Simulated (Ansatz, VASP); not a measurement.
**One calculation of Al, two programs**

```
Al
1.0
    -1.59122    1.59122    1.59122
     1.59122   -1.59122    1.59122
     1.59122    1.59122   -1.59122
Al
1
Cartesian
  0.0000 0.0000 0.0000
```

This isn't the form of Al at room conditions, which is fcc.

Alike in both runs: task single point; functional PBE; k mesh 12 × 12 × 12; occupations gaussian, width 0.023 eV; no spin polarisation.

```csv
,VASP,Ansatz
version,VASP 6.6.1,Ansatz 0.2.0
potentials or method,"VASP PAW PBE potentials, release 64 (Al)",Ansatz PAW
plane-wave cutoff (eV),520,420
valence electrons in the cell,3,3
```

|  | VASP | Ansatz | Ansatz less VASP |
| --- | --- | --- | --- |
| gap on the k mesh at the Fermi level (eV) | none | none | - |
| pressure (GPa) | 3.9 | 3.9 | +0.02 |

A gap of «none» marks a metal or a gap that the smearing closes. With one functional, cell and mesh, what is left measures potentials, basis and numerics.
